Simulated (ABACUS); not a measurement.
# BaTiO3 (R3m) in ABACUS: reference runs

How does BaTiO3 come out in PBE? The cell is run as given and disturbed.

Program: ABACUS 3.10.1. These are calculated values, not measurements. Logs are shortened: lines on timing, memory, paths and dates and some standing lists are left out, and cuts for length are marked.

**1. Starting point**

Symmetry: R3m, No. 160, trigonal system. Conventional cell: a = 5.655 Å, b = 5.655 Å, c = 6.955 Å, α = 90.00°, β = 90.00°, γ = 120.00°. Around Ba (site symmetry 3m) lie 12 O at 2.79 to 2.89 Å. Around Ti (site symmetry 3m) lie 6 O at 1.87 to 2.14 Å. O (site symmetry m) is surrounded by 2 Ti at 1.87 to 2.14 Å.

**2. Single point, PBE**

INPUT reads:

```
INPUT_PARAMETERS
suffix              BaTiO3
calculation         scf
basis_type          pw
pseudo_dir          ./
symmetry            1
dft_functional      pbe
ecutwfc             84
pseudo_rcut         10
nspin               1
nbands              24
ks_solver           dav
smearing_method     fd
smearing_sigma      0.00367493
scf_thr             1e-08
scf_nmax            100
mixing_type         broyden
mixing_beta         0.7
cal_force           1
cal_stress          1
kpar                4
```

STRU reads:

```
ATOMIC_SPECIES
Ba 137.3270 Ba.upf
Ti 47.8670 Ti.upf
O 15.9990 O.upf

LATTICE_CONSTANT
1.8897261246

LATTICE_VECTORS
2.8273666084 1.6323808724 2.3183934932
-2.8273666084 1.6323808724 2.3183934932
0.0000000000 -3.2647617449 2.3183934932

ATOMIC_POSITIONS
Direct

Ba
0.0
1
0.0000000000 0.0000000000 0.0000000000 1 1 1

Ti
0.0
1
0.4845000000 0.4845000000 0.4845000000 1 1 1

O
0.0
3
0.5086000000 0.0175000000 0.5086000000 1 1 1
0.0175000000 0.5086000000 0.5086000000 1 1 1
0.5086000000 0.5086000000 0.0175000000 1 1 1
```

KPT reads:

```
K_POINTS
0
Gamma
7 7 7 0 0 0
```

Potentials or basis: PseudoDojo NC SR 0.4.1 PBE standard, plane waves.

Launch:

```bash
> OMP_NUM_THREADS=1 mpirun -np 4 abacus > log
```

running log:

```text
ABACUS v3.10.1

               Atomic-orbital Based Ab-initio Computation at UStc

 ------------------------------------------------------------------------------------

 READING GENERAL INFORMATION
                           global_out_dir = OUT.BaTiO3/
                           global_in_card = INPUT
                               pseudo_dir = ./
                              orbital_dir =
                                    DSIZE = 4
                                    GSIZE = 1

 READING UNITCELL INFORMATION
                                    ntype = 3
                  lattice constant (Bohr) = 1.88973
              lattice constant (Angstrom) = 1

 READING ATOM TYPE 1
                               atom label = Ba
                      L=0, number of zeta = 1
                      L=1, number of zeta = 1
                      L=2, number of zeta = 1
             number of atom for this type = 1

 READING ATOM TYPE 2
                               atom label = Ti
                      L=0, number of zeta = 1
                      L=1, number of zeta = 1
                      L=2, number of zeta = 1
             number of atom for this type = 1

 READING ATOM TYPE 3
                               atom label = O
                      L=0, number of zeta = 1
                      L=1, number of zeta = 1
                      L=2, number of zeta = 1
             number of atom for this type = 3

                        TOTAL ATOM NUMBER = 5
DIRECT COORDINATES
    atom                   x                   y                   z     mag                  vx                  vy                  vz
taud_Ba1            0.0000000000        0.0000000000        0.0000000000  0.0000        0.0000000000        0.0000000000        0.0000000000
taud_Ti1            0.4845000000        0.4845000000        0.4845000000  0.0000        0.0000000000        0.0000000000        0.0000000000
taud_O1            0.5086000000        0.0175000000        0.5086000000  0.0000        0.0000000000        0.0000000000        0.0000000000
taud_O2            0.0175000000        0.5086000000        0.5086000000  0.0000        0.0000000000        0.0000000000        0.0000000000
taud_O3            0.5086000000        0.5086000000        0.0175000000  0.0000        0.0000000000        0.0000000000        0.0000000000

                          Volume (Bohr^3) = 433.25
                             Volume (A^3) = 64.201

 Lattice vectors: (Cartesian coordinate: in unit of a_0)
             +2.82737            +1.63238            +2.31839
             -2.82737            +1.63238            +2.31839
                   +0            -3.26476            +2.31839
 Reciprocal vectors: (Cartesian coordinate: in unit of 2 pi/a_0)
            +0.176843             +0.1021           +0.143778
            -0.176843             +0.1021           +0.143778
                   +0           -0.204201           +0.143778
 The esolver type has been set to : ksdft_pw

                PAO radial cut off (Bohr) = 10

 Read in pseudopotential file is Ba.upf
                     pseudopotential type = NC
          exchange-correlation functional = PBE
                 nonlocal core correction = 1
                        valence electrons = 10
                                     lmax = 2
                           number of zeta = 3
                     number of projectors = 6
                           L of projector = 0
[... 5 lines left out ...]
                PAO radial cut off (Bohr) = 10

 Read in pseudopotential file is Ti.upf
                     pseudopotential type = NC
          exchange-correlation functional = PBE
                 nonlocal core correction = 1
                        valence electrons = 12
                                     lmax = 2
                           number of zeta = 4
                     number of projectors = 6
                           L of projector = 0
[... 5 lines left out ...]
                PAO radial cut off (Bohr) = 10

 Read in pseudopotential file is O.upf
                     pseudopotential type = NC
          exchange-correlation functional = PBE
                 nonlocal core correction = 1
                        valence electrons = 6
                                     lmax = 2
                           number of zeta = 2
                     number of projectors = 5
                           L of projector = 0
                           L of projector = 0
                           L of projector = 1
                           L of projector = 1
                           L of projector = 2
     initial pseudo atomic orbital number = 27

 SETUP THE ELECTRONS NUMBER
            electron number of element Ba = 10
      total electron number of element Ba = 10
            electron number of element Ti = 12
      total electron number of element Ti = 12
             electron number of element O = 6
       total electron number of element O = 18
            AUTOSET number of electrons:  = 40
                           occupied bands = 20
                                   NBANDS = 24
[... 82 lines left out ...]

 SETUP K-POINTS
                                    nspin = 1
                   Input type of k points = Monkhorst-Pack(Gamma)
                                   nkstot = 343
                       right hand lattice = 1
(for reciprocal lattice: )
                             BRAVAIS TYPE = 7
                     BRAVAIS LATTICE NAME = 07. Rhombohedral (Trigonal) cell
                                    ibrav = 7
                       right hand lattice = 1
(for k-lattice: )
                             BRAVAIS TYPE = 7
                     BRAVAIS LATTICE NAME = 07. Rhombohedral (Trigonal) cell
                                    ibrav = 7
                       right hand lattice = 1
                        ROTATION MATRICES = 12
                               nkstot_ibz = 44
K-POINTS REDUCTION ACCORDING TO SYMMETRY
     IBZ    DIRECT_X    DIRECT_Y    DIRECT_Z  WEIGHT  ibz2bz
       1  0.00000000  0.00000000  0.00000000  0.0029       0
       2  0.14285714  0.00000000  0.00000000  0.0175       1
       3  0.28571429  0.00000000  0.00000000  0.0175       2
       4  0.42857143  0.00000000  0.00000000  0.0175       3
       5  0.14285714  0.14285714  0.00000000  0.0175       8
       6  0.28571429  0.14285714  0.00000000  0.0350       9
[... 22 lines left out ...]
      29 -0.42857143  0.42857143  0.14285714  0.0350      74
      30 -0.28571429  0.42857143  0.14285714  0.0350      75
[... 14 further k points ...]

                               nkstot now = 44
[... K-POINTS DIRECT COORDINATES: 44 rows ...]

           k-point number in this process = 11
       minimum distributed K point number = 11
[... stars of the k points ...]

[... K-POINTS CARTESIAN COORDINATES: 11 rows ...]

[... K-POINTS DIRECT COORDINATES: 11 rows ...]

 SETUP PLANE WAVES FOR WAVE FUNCTIONS
     energy cutoff for wavefunc (unit:Ry) = 84
              fft grid for wave functions = [ 45, 45, 45 ]
                    number of plane waves = 6373
                         number of sticks = 421

 PARALLEL PW FOR WAVE FUNCTIONS
     PROC   COLUMNS(POT)             PW
        1            421           6373
 --------------- sum -------------------
        1            421           6373

 SETUP NONLOCAL PSEUDOPOTENTIALS IN PLANE WAVE BASIS
 Ba non-local projectors:
 projector 1 L=0
 projector 2 L=0
 projector 3 L=1
 projector 4 L=1
 projector 5 L=2
 projector 6 L=2
 Ti non-local projectors:
 projector 1 L=0
 projector 2 L=0
 projector 3 L=1
 projector 4 L=1
 projector 5 L=2
 projector 6 L=2
 O non-local projectors:
 projector 1 L=0
 projector 2 L=0
 projector 3 L=1
 projector 4 L=1
 projector 5 L=2
      TOTAL NUMBER OF NONLOCAL PROJECTORS = 75

 Init Non-Local PseudoPotential table :
 Init Non-Local-Pseudopotential done.

                                     npwx = 5629

 Make real space PAO into reciprocal space.
       max mesh points in Pseudopotential = 1001
     dq(describe PAO in reciprocal space) = 0.01
                                    max q = 1104

 number of pseudo atomic orbitals for Ba is 3
WARNING: norm of atomic wavefunction # 3 of atomic type Ba is 0.995853, renormalized

 number of pseudo atomic orbitals for Ti is 4
WARNING: norm of atomic wavefunction # 3 of atomic type Ti is 0.999984, renormalized
WARNING: norm of atomic wavefunction # 4 of atomic type Ti is 0.999619, renormalized

 number of pseudo atomic orbitals for O is 2

 -------------------------------------------
 SELF-CONSISTENT
 -------------------------------------------
                                 init_chg = atomic

 PW ALGORITHM --------------- ION=   1  ELEC=   1--------------------------------

 Density error is 1.8134236862
                          Error Threshold = 0.01
----------------------------------------------------------
     Energy           Rydberg                 eV
----------------------------------------------------------
 E_KohnSham     -273.8951205623      -3726.5342940438
 E_Harris       -272.6174850776      -3709.1511714857
 E_Fermi        0.7548976889         10.2709099756
----------------------------------------------------------
[... 123 lines left out ...]
 Density error is 6.91982244309e-09
                          Error Threshold = 1.11819012901e-10
----------------------------------------------------------
     Energy           Rydberg                 eV
----------------------------------------------------------
 E_KohnSham     -274.7736697678      -3738.4875692117
 E_KS(sigma->0) -274.7736697677      -3738.4875692117
 E_Harris       -274.7738571498      -3738.4901186758
 E_band         -10.0895778332       -137.2757489457
 E_one_elec     -72.5186322652       -986.6666099739
 E_Hartree      60.3762342992        821.4608102526
 E_xc           -56.1578743395       -764.0670785850
 E_Ewald        -206.4733974623      -2809.2146909055
 E_entropy(-TS) -0.0000000000        -0.0000000001
 E_descf        0.0000000000         0.0000000000
 E_exx          0.0000000000         0.0000000000
 E_Fermi        0.8344793091         11.3536734665
----------------------------------------------------------

 charge density convergence is achieved
 final etot is -3738.4875692 eV
 EFERMI = 11.353673467 eV

 STATE ENERGY(eV) AND OCCUPATIONS    NSPIN == 1
 1/11 kpoint (Cartesian) = 0.0000 0.0000 0.0000 (5599 pws)
       1       -45.8980     0.00583090
       2       -22.1799     0.00583090
       3       -22.1799     0.00583090
       4       -22.1757     0.00583090
       5       -14.4282     0.00583090
       6       -6.42148     0.00583090
[... 146 lines left out ...]
      23        13.7356    1.43021e-22
      24        15.1854    3.65204e-35

[... levels at 5 further k points ...]

------------------------------------------------------------------------------------------
 TOTAL-FORCE (eV/Angstrom)
------------------------------------------------------------------------------------------
                       Ba1         0.0000000000         0.0000000000        -0.1321252235
                       Ti1         0.0000000000         0.0000000000         0.1362092328
                        O1         0.0932962786        -0.0538646316        -0.0013613364
                        O2        -0.0932962786        -0.0538646316        -0.0013613364
                        O3         0.0000000000         0.1077292632        -0.0013613364
------------------------------------------------------------------------------------------

----------------------------------------------------------------
 TOTAL-STRESS (KBAR)
----------------------------------------------------------------
        53.0133608535         0.0000000000         0.0000000000
         0.0000000000        53.0133608551         0.0000000008
         0.0000000000         0.0000000008        51.2954032189
----------------------------------------------------------------
 TOTAL-PRESSURE: 52.440708 KBAR

 --------------------------------------------
 !FINAL_ETOT_IS -3738.4875692117475410 eV
 --------------------------------------------
```

Wall time 22 s (4 MPI ranks of Intel Xeon 6975P-C (Granite Rapids), shared host); peak memory 0.56 GiB.

What came out:

```yaml
Free_energy: -3738.4876 eV
Pressure: 5.2 GPa
Largest_force: 0.136 eV/Å
Band_gap_on_the_k_mesh: 2.49 eV, indirect (least direct gap 2.82 eV)
```

Forces in eV/Å, atoms in the order of the input:
```
Ba   0.000  0.000 -0.132
Ti   0.000  0.000  0.136
O    0.093 -0.054 -0.001
O   -0.093 -0.054 -0.001
O    0.000  0.108 -0.001
```

Caveat: this release of the barium file is off; there are fewer bands than atomic start orbitals, so a level may be missed at k points of high symmetry; spin-orbit coupling is left out, which moves the levels of the heavy elements; an odd mesh through Γ misses points on the zone boundary, where band edges often lie.

(Part 1 of 2 ends here.)
